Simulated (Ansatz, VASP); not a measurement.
# Ga in VASP and in Ansatz

The input INCAR:

```
SYSTEM = Ga
ALGO = Fast
EDIFF = 1E-6
ENCUT = 520
GGA = PS
ISIF = 2
ISMEAR = -1
LASPH = .TRUE.
LCHARG = .TRUE.
LELF = .TRUE.
LREAL = .FALSE.
LVHAR = .TRUE.
LWAVE = .FALSE.
NBANDS = 34
NELM = 80
PREC = Accurate
SIGMA = 0.05
```

The input KPOINTS:

```
k-points
0
G
  7 7 6
  0 0 0
```

Contents of POSCAR:

```
Ga
1.0
    3.7390376727     -2.2791339873      0.0000000000
    3.7390376727      2.2791339873      0.0000000000
    0.0000000000      0.0000000000      4.3966312708
Ga
4
Direct
    0.6655504900      0.0096853900      0.2500000000
    0.0096853900      0.6655504900      0.7500000000
    0.3344495100      0.9903146100      0.7500000000
    0.9903146100      0.3344495100      0.2500000000
```

The input input.yaml:

```yaml
crystal:
  lattice:
    - [3.7390376727, -2.2791339873, 0.0]
    - [3.7390376727, 2.2791339873, 0.0]
    - [0.0, 0.0, 4.3966312708]
  atoms:
    - { symbol: Ga, position: [0.66555049, 0.00968539, 0.25] }
    - { symbol: Ga, position: [0.00968539, 0.66555049, 0.75] }
    - { symbol: Ga, position: [0.33444951, 0.99031461, 0.75] }
    - { symbol: Ga, position: [0.99031461, 0.33444951, 0.25] }
kpoints:
  mp_grid: { grid: [7, 7, 6] }
scf:
  occupations: { method: fermi_dirac, width: 0.05 }
hamiltonian:
  xc: pbesol
  pseudopotentials: { kind: all_electron, lapw: { basis_error: 0.001 } }
output:
  forces: true
  stress: true
  eigenvalues: true
```

Change from the starting cell: volume scaled by 0.94.

Alike in both runs: task single point; functional PBEsol; k mesh 7 × 7 × 6; occupations fermi-dirac, width 0.05 eV; no spin polarisation.

|  | VASP | Ansatz |
| --- | --- | --- |
| version | VASP 6.6.1 | Ansatz 0.2.0 |
| potentials or method | VASP PAW PBE potentials, release 64 (Ga_d) | all-electron LAPW, scalar-relativistic |
| plane-wave cutoff (eV) | 520 | see its input |

Ansatz gave:

| Property | Result |
| --- | --- |
| gap on the k mesh at the Fermi level (eV) | none |
| pressure (GPa) | 4.0 |
| largest component of the traceless stress (GPa) | 0.99 |
| rms of the force components (eV/Å) | 0.041 |

Q: Which values does VASP return?

A: gap on the k mesh at the Fermi level (eV): none; pressure (GPa): 4.0; largest component of the traceless stress (GPa): 0.98; rms of the force components (eV/Å): 0.040.

Atom by atom the forces differ by 0.003 eV/Å (rms over components). A gap of «none» marks a metal or a gap that the smearing closes. Ansatz ran all-electron here, so the differences hold the error of VASP's frozen core and of both bases.

Caveats: the PAW data sets were made with another functional, which shifts forces and pressure a little (VASP).
